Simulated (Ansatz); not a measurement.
Take a crystal in which Rb has been replaced by Na on all its sites, with the cell rescaled by a rough guess (in some cases also distorted within its space group) and nothing relaxed:

```cif
data_structure
_symmetry_space_group_name_H-M 'P 1'
_symmetry_Int_Tables_number 1
_cell_length_a 4.6153
_cell_length_b 4.6153
_cell_length_c 7.2940
_cell_angle_alpha 90.000
_cell_angle_beta 90.000
_cell_angle_gamma 125.642
_cell_volume 126.27
loop_
_atom_site_label
_atom_site_type_symbol
_atom_site_fract_x
_atom_site_fract_y
_atom_site_fract_z
_atom_site_occupancy
Na1 Na 0.85096 0.14904 0.75000 1
Na2 Na 0.14904 0.85096 0.25000 1
```

The calculation used DFT PBE, scalar-relativistic, plane waves, PAW (Ansatz 0.2.0).

Settings: cutoff 420 eV, Γ-centred mesh 12×12×6 on the computed 2-atom cell, Gaussian smearing of 0.10 eV; no spin polarisation.

(1) Will this cell want to expand or contract, and how hard?

(2) Is it a metal on this mesh?

Results:

(1) The pressure is -1.5 GPa (positive in compression), so the cell would contract.

(2) Yes, a band crosses the Fermi level.

This form isn't the element's structure at ambient conditions.